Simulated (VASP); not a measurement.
Runs of VASP 6.6.1 on SiC (Moissanite 6H). Symmetry: P6_3mc, No. 186, hexagonal system. Conventional cell: a = 3.095 Å, b = 3.095 Å, c = 15.170 Å, α = 90.00°, β = 90.00°, γ = 120.00°. Si (site symmetry 3m) is surrounded by 4 C at 1.90 Å. Around Si (site symmetry 3m) lie 4 C at 1.90 Å. Around Si (site symmetry 3m) lie 4 C at 1.90 Å. Around C (site symmetry 3m) lie 4 Si at 1.90 Å. C (site symmetry 3m) is surrounded by 4 Si at 1.90 Å. C (site symmetry 3m) is surrounded by 4 Si at 1.90 Å. 

```csv
task,level,cell,cutoff (eV),smearing,gap on the mesh (eV),pressure (GPa),relaxed volume (Å³/atom),largest force (eV/Å)
relaxation of cell and atoms,PBE+TS,relaxed,600,fermi-dirac 0.05 eV,2.04,0.0,10.34,0.01
relaxation of cell and atoms,PBE+D3,relaxed,600,fermi-dirac 0.05 eV,2.03,0.0,10.39,-
relaxation of cell and atoms,PBE+MBD,relaxed,600,fermi-dirac 0.05 eV,2.02,0.0,10.31,-
relaxation of cell and atoms,vdW-DF2,relaxed,600,fermi-dirac 0.05 eV,2.54,0.0,10.83,-
relaxation of cell and atoms,PBE+D3(BJ),relaxed,600,fermi-dirac 0.05 eV,2.02,-0.1,10.27,0.01
relaxation of cell and atoms,rev-vdW-DF2,relaxed,600,fermi-dirac 0.05 eV,2.06,0.0,10.44,0.01
relaxation of cell and atoms,vdW-DF,relaxed,600,fermi-dirac 0.05 eV,2.29,0.1,10.70,0.02
single point,PBE,as given,520,gaussian 0.014 eV,2.02,(a),-,0.14
relaxation of cell and atoms,PBEsol+D3(BJ),relaxed,600,fermi-dirac 0.05 eV,1.91,0.0,10.17,0.01
relaxation of cell and atoms,optPBE-vdW,relaxed,600,fermi-dirac 0.05 eV,2.18,0.0,(b),0.01
relaxation of cell and atoms,PBE+rVV10,relaxed,600,fermi-dirac 0.05 eV,1.99,0.0,10.45,0.01
relaxation of cell and atoms,optB88-vdW,relaxed,600,fermi-dirac 0.05 eV,2.18,0.0,10.50,-
```

Alike in all rows: potentials or basis VASP PAW PBE potentials, release 64 (Si, C); no spin polarisation; k mesh 10 × 10 × 2.

Question: Fill in the values left out.

Answer: (a) 0.2; (b) 10.57.

Caveats: the PAW data sets were made with another functional, which shifts forces and pressure a little (some runs).

A k mesh can miss the band edges.

Not every run made on this cell is shown here.
